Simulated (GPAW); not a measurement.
# CdSe (Fm-3m) in GPAW: single point with PBE

Aim: the single point of CdSe with PBE.

Everything below comes from runs of GPAW 26.7.0. Logs are shortened: lines on timing, memory, paths and dates and some standing lists are left out, and cuts for length are marked. The log counts tension as positive stress, the text compression.

## Step 1: The crystal as given

It takes space group Fm-3m (No. 225, cubic). The conventional cell has a = 5.748 Å, b = 5.748 Å, c = 5.748 Å, α = 90.00°, β = 90.00°, γ = 90.00°. Cd (site symmetry m-3m) has 6 Se at 2.87 Å as nearest neighbours. Se (site symmetry m-3m) has 6 Cd at 2.87 Å as nearest neighbours.

Measurements of this composition are mostly on another form, of space group No. 186.

## Step 2: Single point, PBE

run.py

```python
from ase.io import read
from gpaw import PW
from gpaw.dft import DFT

atoms = read('CdSe.xyz')

dft = DFT(atoms,
          mode=PW(600),
          xc='PBE',
          kpts={'size': (8, 8, 8), 'gamma': True},
          occupations={'name': 'fermi-dirac', 'width': 0.05},
          nbands=18,
          convergence={'density': 1e-05, 'energy': 1e-05},
          maxiter=150,
          txt='gpaw.txt')
print(f'Energy: {dft.calculate_energy():.6f} eV')
print('Forces (eV/A):')
print(dft.calculate_forces().round(4))
print('Stress (eV/A^3):', dft.calculate_stress().round(6))
dft.write_gpw_file('gs.gpw')
```

CdSe.xyz

```xyz
2
Lattice="0.0000000000 2.8739580000 2.8739580000 2.8739580000 0.0000000000 2.8739580000 2.8739580000 2.8739580000 0.0000000000" Properties=species:S:1:pos:R:3 pbc="T T T"
Cd     0.0000000000      0.0000000000      0.0000000000
Se     2.8739580000      2.8739580000      2.8739580000
```

Potentials or basis: GPAW PAW data sets (gpaw-data 1.2.1), pw.

The run is started by

```console
> OMP_NUM_THREADS=1 python run.py
```

gpaw.txt:

```text
Diagonalizing LCAO Hamiltonian
Converting LCAO to pw mode

                Se

       Cd

Atoms  # Å, Bohr magnetons
|   | symbol |        x |        y |        z |    initial magnetic moments |
|---|--------|----------|----------|----------|-----------------------------|
| 0 |     Cd | 0.000000 | 0.000000 | 0.000000 | ( 0.0000,  0.0000,  0.0000) |
| 1 |     Se | 2.873958 | 2.873958 | 2.873958 | ( 0.0000,  0.0000,  0.0000) |

Unit cell  # Å
| periodic |        x |        y |        z |  lengths |    angles |
|----------|----------|----------|----------|----------|-----------|
|      yes | 0.000000 | 2.873958 | 2.873958 | 4.064390 | 60.000000 |
|      yes | 2.873958 | 0.000000 | 2.873958 | 4.064390 | 60.000000 |
|      yes | 2.873958 | 2.873958 | 0.000000 | 4.064390 | 60.000000 |

Number of symmetries: 48
Symmetry operations  # r_c * U_cc + t_c -> r_c
|    | kind |            matrix            |
|----|------|------------------------------|
|  0 |  σ   |  1, 0, 0,  1, 0,-1,  1,-1, 0 |
|  1 |  C2  |  1, 0, 0,  1,-1, 0,  1, 0,-1 |
|  2 |  E   |  1, 0, 0,  0, 1, 0,  0, 0, 1 |
|  3 |  σ   |  1, 0, 0,  0, 0, 1,  0, 1, 0 |
|  4 |  C4  |  1, 0,-1,  1, 0, 0,  1,-1, 0 |
|  5 |  S6  |  1, 0,-1,  1,-1, 0,  1, 0, 0 |
|  6 |  σ   |  1, 0,-1,  0, 1,-1,  0, 0,-1 |
|  7 |  C3  |  1, 0,-1,  0, 0,-1,  0, 1,-1 |
|  8 |  S6  |  1,-1, 0,  1, 0, 0,  1, 0,-1 |
|  9 |  C4  |  1,-1, 0,  1, 0,-1,  1, 0, 0 |
| 10 |  C3  |  1,-1, 0,  0,-1, 1,  0,-1, 0 |
| 11 |  σ   |  1,-1, 0,  0,-1, 0,  0,-1, 1 |
| 12 |  σ   |  0, 1, 0,  1, 0, 0,  0, 0, 1 |
| 13 |  C4  |  0, 1, 0,  0, 1,-1, -1, 1, 0 |
| 14 |  C3  |  0, 1, 0,  0, 0, 1,  1, 0, 0 |
| 15 |  S6  |  0, 1, 0, -1, 1, 0,  0, 1,-1 |
| 16 |  C2  |  0, 1,-1,  1, 0,-1,  0, 0,-1 |
| 17 |  σ   |  0, 1,-1,  0, 1, 0, -1, 1, 0 |
| 18 |  S4  |  0, 1,-1,  0, 0,-1,  1, 0,-1 |
| 19 |  C4  |  0, 1,-1, -1, 1, 0,  0, 1, 0 |
| 20 |  C3  |  0, 0, 1,  1, 0, 0,  0, 1, 0 |
| 21 |  σ   |  0, 0, 1,  0, 1, 0,  1, 0, 0 |
| 22 |  S6  |  0, 0, 1,  0,-1, 1, -1, 0, 1 |
| 23 |  C4  |  0, 0, 1, -1, 0, 1,  0,-1, 1 |
| 24 |  S4  |  0, 0,-1,  1, 0,-1,  0, 1,-1 |
| 25 |  C3  |  0, 0,-1,  0, 1,-1,  1, 0,-1 |
| 26 |  C2  |  0, 0,-1,  0,-1, 0, -1, 0, 0 |
| 27 |  S6  |  0, 0,-1, -1, 0, 0,  0,-1, 0 |
| 28 |  S4  |  0,-1, 1,  1,-1, 0,  0,-1, 0 |
| 29 |  C4  |  0,-1, 1,  0, 0, 1, -1, 0, 1 |
| 30 |  C2  |  0,-1, 1,  0,-1, 0,  1,-1, 0 |
| 31 |  σ   |  0,-1, 1, -1, 0, 1,  0, 0, 1 |
| 32 |  C3  |  0,-1, 0,  1,-1, 0,  0,-1, 1 |
| 33 |  S6  |  0,-1, 0,  0, 0,-1, -1, 0, 0 |
| 34 |  S4  |  0,-1, 0,  0,-1, 1,  1,-1, 0 |
| 35 |  C2  |  0,-1, 0, -1, 0, 0,  0, 0,-1 |
| 36 |  C2  | -1, 1, 0,  0, 1, 0,  0, 1,-1 |
| 37 |  S6  | -1, 1, 0,  0, 1,-1,  0, 1, 0 |
| 38 |  S4  | -1, 1, 0, -1, 0, 1, -1, 0, 0 |
| 39 |  C3  | -1, 1, 0, -1, 0, 0, -1, 0, 1 |
| 40 |  S6  | -1, 0, 1,  0, 0, 1,  0,-1, 1 |
| 41 |  C2  | -1, 0, 1,  0,-1, 1,  0, 0, 1 |
| 42 |  C3  | -1, 0, 1, -1, 1, 0, -1, 0, 0 |
| 43 |  S4  | -1, 0, 1, -1, 0, 0, -1, 1, 0 |
| 44 |  C2  | -1, 0, 0,  0, 0,-1,  0,-1, 0 |
| 45 |  i   | -1, 0, 0,  0,-1, 0,  0, 0,-1 |
| 46 |  σ   | -1, 0, 0, -1, 1, 0, -1, 0, 1 |
| 47 |  C2  | -1, 0, 0, -1, 0, 1, -1, 1, 0 |

BZ-sampling:
  Number of BZ points: 512
  Number of IBZ points: 29

  Monkhorst-Pack size: [8, 8, 8]
  Monkhorst-Pack shift: [0.0625, 0.0625, 0.0625]

K-points  # in reciprocal-cell coordinates
|     |                                coordinates |     weight |
|-----|--------------------------------------------|------------|
|   0 | (  0.00000000,   0.00000000,   0.00000000) | 0.00195312 |
|   1 | (  0.12500000,   0.12500000,   0.00000000) | 0.01171875 |
|   2 | (  0.12500000,   0.12500000,   0.12500000) | 0.01562500 |
|   3 | (  0.25000000,   0.12500000,   0.12500000) | 0.02343750 |
|   4 | (  0.25000000,   0.25000000,   0.00000000) | 0.01171875 |
|   5 | (  0.25000000,   0.25000000,   0.12500000) | 0.04687500 |
|   6 | (  0.25000000,   0.25000000,   0.25000000) | 0.01562500 |
|   7 | (  0.37500000,   0.25000000,  -0.37500000) | 0.04687500 |
|   8 | (  0.37500000,   0.25000000,   0.12500000) | 0.04687500 |
|   9 | (  0.37500000,   0.25000000,   0.25000000) | 0.04687500 |
| ... |                                            |            |
|  28 | (  0.50000000,   0.50000000,   0.50000000) | 0.00781250 |

Plane wave coefficients: 1604
Cutoff: 600.0 eV

Spin-components: 1 (collinear spins)
Bands:           18
Projectors:      11
Spin-degeneracy: 2
Datatype:        complex128

Density:
  Valence electrons: 18.0
  Components: 1
  Grid points: [24 24 24]
  Charge: 0.0  # |e|

Potential:
  Grid points: [24 24 24]

species:
  Cd:
    name:    Cadmium
    Z:       48.0
    valence: 12
    core:    36
    charge:  0.0  # [|e|]
    compensation charges:
      type: gauss
      rc: 0.38  # [Å]
      lmax: 2
    cutoffs:
      filter: 2.12  # [Å]
      core: 2.62  # [Å]
    projectors
    | kind |    occ | energy [eV] | rcut [Å] |
    |------|--------|-------------|----------|
    |   5s |  2.000 |      -5.655 |    1.191 |
    |   5p |  0.000 |      -1.186 |    1.228 |
    |   4d | 10.000 |     -11.739 |    1.164 |
    |    s |        |      21.556 |    1.191 |
    |    p |        |      26.026 |    1.228 |
    |    d |        |      15.473 |    1.164 |

    Using partial waves for Cd as LCAO basis

  Se:
    name:    Selenium
    Z:       34.0
    valence: 6
    core:    28
    charge:  0.0  # [|e|]
    compensation charges:
      type: gauss
      rc: 0.27  # [Å]
      lmax: 2
    cutoffs:
      filter: 1.77  # [Å]
      core: 2.67  # [Å]
    projectors
    | kind |    occ | energy [eV] | rcut [Å] |
    |------|--------|-------------|----------|
    |   4s |  2.000 |     -17.277 |    0.847 |
    |   4p |  4.000 |      -6.512 |    1.005 |
    |    s |        |       9.935 |    0.847 |
    |    p |        |      20.699 |    1.005 |
    |    d |        |       0.000 |    0.847 |

    Using partial waves for Se as LCAO basis

Reference energy: -218276.650467  # eV

eigensolver:
  PPCG
  Converge bands: occupied
  niter=2

density mixing:
  MSR1-Mixer
  Pratt-step length: 0.05
  Maximum mixing coefficient: 0.75
  Old densities: 10
  SVD Regularization: 0.005
  Good broyden scale: 1.0
  Trust region scale: 1.0
  Backstep threshold: 4.0
  History deletion threshold: 6.0
  Fourier metric: weight=20.0, sigma=0.015

occupation numbers:
  Fermi-Dirac:
    width: 0.0500  # eV

poisson solver:
  ecut: 4800.0  # eV

xc functional:
[... 9 lines left out ...]
|iter     | |      energy | eigst |  dens |
|---------|-|-------------|-------|-------|
|iter:   1| |   -5.801228 | -0.72 |       |
|iter:   2| |   -5.710550 | -2.63 | -1.16 |
|iter:   3| |   -5.391545 | -1.59 | -1.20 |
|iter:   4| |   -5.390194 | -3.58 | -1.84 |
|iter:   5| |   -5.389977 | -4.04 | -2.31 |
|iter:   6| |   -5.390006 | -5.82 | -3.11 |
|iter:   7| |   -5.390011c| -6.77 | -3.58 |
|iter:   8| |   -5.390011c| -7.82c| -4.91 |
|iter:   9| |   -5.390011c| -8.51c| -5.36c|
SCF steps: 9
Energy contributions relative to reference atoms: (reference = -218276.650467)

Energy contributions:
  Kinetic:          17.055824
  Coulomb:         -15.184641
  Zero:              0.030899
  External:          0.000000
  Xc:               -7.290704
  Entropy:          -0.002777
  Spinorbit:         0.000000
  ----------------------------
  Free energy:      -5.391399
  Extrapolated:     -5.390011

Forces  # eV/Ang
|       x |        y |       z |
|---------|----------|---------|
| 0.00000 |  0.00000 | 0.00000 |  # Cd   0
| 0.00000 | -0.00000 | 0.00000 |  # Se   1

Stress tensor  # eV/Ang^3
|        x |         y |         z |
|----------|-----------|-----------|
| 0.003230 |  0.000000 |  0.000000 |
| 0.000000 |  0.003230 | -0.000000 |
| 0.000000 | -0.000000 |  0.003230 |

Writing to gs.gpw (mode='')

  __  _  _
 | _ |_)|_||  |
 |__||  | ||/\| - 26.7.0

Input parameters:
  mode=PW(ecut=600.0),
  convergence={'density': 1e-05, 'energy': 1e-05},
  kpts=MonkhorstPack(size=(8, 8, 8), gamma=True),
  maxiter=150,
  nbands=18,
  occupations=Occupations(name='fermi-dirac', width=0.05),
  xc=XC(name='PBE')
# Writing to gs.gpw (mode='')
```

stdout:

```text
Energy: -5.390011 eV
Forces (eV/A):
[[ 0.  0.  0.]
 [ 0. -0.  0.]]
Stress (eV/A^3): [ 0.00323  0.00323  0.00323 -0.       0.       0.     ]
```

Wall time 13 s (1 thread of Arm Neoverse V2, shared host); peak memory 0.16 GiB.

What came out:

- Free energy: -5.3914 eV
- Pressure: -0.5 GPa
- Band gap on the k mesh: none (metal or under the smearing width)

## Step 3: The reference run

An earlier run on the cell as given: functional PBE; potentials or basis GPAW PAW data sets (gpaw-data 1.2.1); cutoff 600 eV; basis pw; k mesh 8 × 8 × 8; occupations fermi-dirac, width 0.05 eV; no spin polarisation.

* Pressure: -0.5 GPa
* Band gap on the k mesh: none (metal or under the smearing width)
